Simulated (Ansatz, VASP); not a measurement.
Two plane-wave programs on Si5Ge

```
Si Ge
1.0
     3.90510    0.00000    0.00000
    -1.95255    3.38192    0.00000
     0.00000    0.00000    9.52050
Si Ge
5 1
Direct
  0.00000 0.00000 0.25405
  0.66667 0.33333 0.33481
  0.33333 0.66667 0.91282
  0.66667 0.33333 0.58379
  0.33333 0.66667 0.66492
  0.00000 0.00000 0.99962
```

Alike in both runs: functional PBE; k mesh 5 × 5 × 2; occupations gaussian, width 0.2 eV; no spin polarisation.

Ansatz relaxed the structure, and its values are those at the end. VASP's run is a single point on that final structure, the one shown.

|  | VASP | Ansatz |
| --- | --- | --- |
| version | VASP 6.6.1 | Ansatz 0.2.0 |
| potentials or method | VASP PAW PBE potentials, release 64 (Si, Ge_d) | scalar-relativistic, plane waves, PAW |
| plane-wave cutoff (eV) | 520 | 420 |
| valence electrons in the cell | 34 | 34 |

|  | VASP | Ansatz | Ansatz less VASP |
| --- | --- | --- | --- |
| gap on the k mesh at the Fermi level (eV) | 0.73 | 0.73 | -0.003 |
| least direct gap on the mesh (eV) | 1.36 | 1.36 | -0.005 |
| pressure (GPa) | -0.1 | 0.0 | +0.09 |
| rms of the force components (eV/Å) | 0.006 | 0.007 | +0.0001 |

With one functional, cell and mesh, what is left measures potentials, basis and numerics.

Caveats: an odd mesh through Γ misses points on the zone boundary, where band edges often lie. A hybrid or GW would open this gap; PBE tends to underestimate it.
